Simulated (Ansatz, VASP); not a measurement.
**PtSe2: VASP beside Ansatz**

The input INCAR:

```
SYSTEM = PtSe2
  ALGO = Normal
  EDIFF = 1E-7
  ENCUT = 520
  GGA = PE
  ISIF = 2
  ISMEAR = -1
  LASPH = .TRUE.
  LCHARG = .FALSE.
  LREAL = .FALSE.
  LWAVE = .FALSE.
  NBANDS = 18
  NELM = 100
  PREC = Accurate
  SIGMA = 0.02
```

KPOINTS

```
k-points
0
G
  12 12 6
  0 0 0
```

File POSCAR:

```
PtSe2
1.0
    3.7286503688      0.0000000000      0.0000000000
   -1.8643251844      3.2291059412      0.0000000000
    0.0000000000      0.0000000000      5.1188418787
Pt Se
1 2
Direct
    0.0000000000      0.0000000000      0.0000000000
    0.3333333333      0.6666666667      0.2529252967
    0.6666666667      0.3333333333      0.7470747033
```

Input for Ansatz:

```yaml
crystal:
  lattice:
    - [3.7286503688, 0.0, 0.0]
    - [-1.8643251844, 3.2291059412, 0.0]
    - [0.0, 0.0, 5.1188418787]
  atoms:
    - { symbol: Pt, position: [0.0, 0.0, 0.0] }
    - { symbol: Se, position: [0.3333333333, 0.6666666667, 0.2529252967] }
    - { symbol: Se, position: [0.6666666667, 0.3333333333, 0.7470747033] }
kpoints:
  mp_grid: { grid: [12, 12, 6] }
  band_path:
    path:
      - [0.0, 0.0, 0.0]
      - [0.5, 0.0, 0.0]
      - [0.3333333333, 0.3333333333, 0.0]
      - [0.0, 0.0, 0.5]
      - [0.5, 0.0, 0.5]
      - [0.3333333333, 0.3333333333, 0.5]
      - [0.0, 0.25, 0.3333333333]
      - [0.0, 0.289062, 0.28776]
    npoints: 1
hamiltonian:
  xc: pbe
scf:
  occupations: { method: fermi_dirac, width: 0.02 }
  n_extra_bands: 4
output:
  forces: true
  stress: true
  eigenvalues: true
```

Change from the starting cell: uniaxial_z strain -3.0%.

Alike in both runs: task single point; functional PBE; k mesh 12 × 12 × 6; occupations fermi-dirac, width 0.02 eV; no spin polarisation.

```csv
,VASP,Ansatz
version,VASP 6.6.1,Ansatz 0.2.0
potentials or method,"VASP PAW PBE potentials, release 64 (Pt, Se)","plane waves, PAW"
plane-wave cutoff (eV),520,420
valence electrons in the cell,22,50
```

```csv
,VASP,Ansatz,Ansatz less VASP
pressure (GPa),4.7,4.8,+0.03
largest component of the traceless stress (GPa),1.36,1.35,-0.014
rms of the force components (eV/Å),0.094,0.091,-0.0026
```

Atom by atom the forces differ by 0.003 eV/Å (rms over components). With one functional, cell and mesh, what is left measures potentials, basis and numerics. The two sets of potentials don't hold the same shells in valence.

The runs have no spin-orbit coupling, so splittings on Pt are missing.
